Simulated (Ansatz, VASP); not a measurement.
## Two plane-wave programs on C

```
C
1.0
     1.20169    0.69379    3.27735
    -1.20169    0.69379    3.27735
     0.00000   -1.38759    3.27735
C
2
Direct
  0.17225 0.17225 0.17225
  0.82775 0.82775 0.82775
```

Change from the starting cell: mode 4 frozen in at +0.057 Å, equal normal strain along x, y and z -0.0250.

Alike in both runs: task single point; functional PBE; dispersion D3(BJ); k mesh 15 × 15 × 15; occupations gaussian, width 0.05 eV; no spin polarisation.

|  | VASP | Ansatz |
| --- | --- | --- |
| version | VASP 6.6.1 | Ansatz 0.2.0 |
| potentials or method | VASP PAW PBE potentials, release 64 (C) | scalar-relativistic, plane waves, PAW |
| plane-wave cutoff (eV) | 520 | 520 |
| valence electrons in the cell | 8 | 8 |

VASP gave:

```
gap on the k mesh at the Fermi level (eV)       : 0.54
least direct gap on the mesh (eV)               : 0.54
pressure (GPa)                                  : 25.4
largest component of the traceless stress (GPa) : 26.35
rms of the force components (eV/Å)              : 1.044
```

Task: What did Ansatz give for the same quantities?

Result: gap on the k mesh at the Fermi level (eV): 0.54; least direct gap on the mesh (eV): 0.54; pressure (GPa): 24.9; largest component of the traceless stress (GPa): 25.77; rms of the force components (eV/Å): 1.047.

Atom by atom the forces differ by 0.003 eV/Å (rms over components).

Caveats: so large a pressure means that the cell lies far from this level's equilibrium, or that cutoff or potentials fall short (VASP); an odd mesh through Γ misses points on the zone boundary, where band edges often lie; forces of over 1 eV/Å show positions far from the minimum, so gaps and moduli don't describe the material at rest.
